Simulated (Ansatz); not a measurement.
LiH: from a first guess to the relaxed rocksalt type

First guess:

```xyz
2
Lattice="0.0000 2.2323 2.2323 2.2323 0.0000 2.2323 2.2323 2.2323 0.0000" Properties=species:S:1:pos:R:3 pbc="T T T"
Li    0.0000    0.0000    0.0000
H     2.2323    2.2323    2.2323
```

Computed with DFT, PBE, PAW with Ansatz's default frozen-core files, scalar-relativistic (Ansatz 0.2.0).

Cell and atoms relax within the symmetry of the start on a 14×14×14 k mesh with 0.08 eV Fermi–Dirac smearing.

The start is built from a prototype, known or not as a phase of this compound; the cutoff is 420 eV.

Q: What is the pressure of the first guess?

A: -6.85 GPa.

Q: What does it relax to?

A: a = 4.007 Å, b = 4.007 Å, c = 4.007 Å, α = 90.00°, β = 90.00°, γ = 90.00° (conventional cell), 8.04 Å³ per atom:
```
CELL_PARAMETERS angstrom
0.00000 2.00349 2.00349
2.00349 0.00000 2.00349
2.00349 2.00349 0.00000
ATOMIC_POSITIONS crystal
Li 0.00000 0.00000 0.00000
H 0.50000 0.50000 0.50000
```

Q: How much energy does the relaxation release?

A: 83 meV/atom.
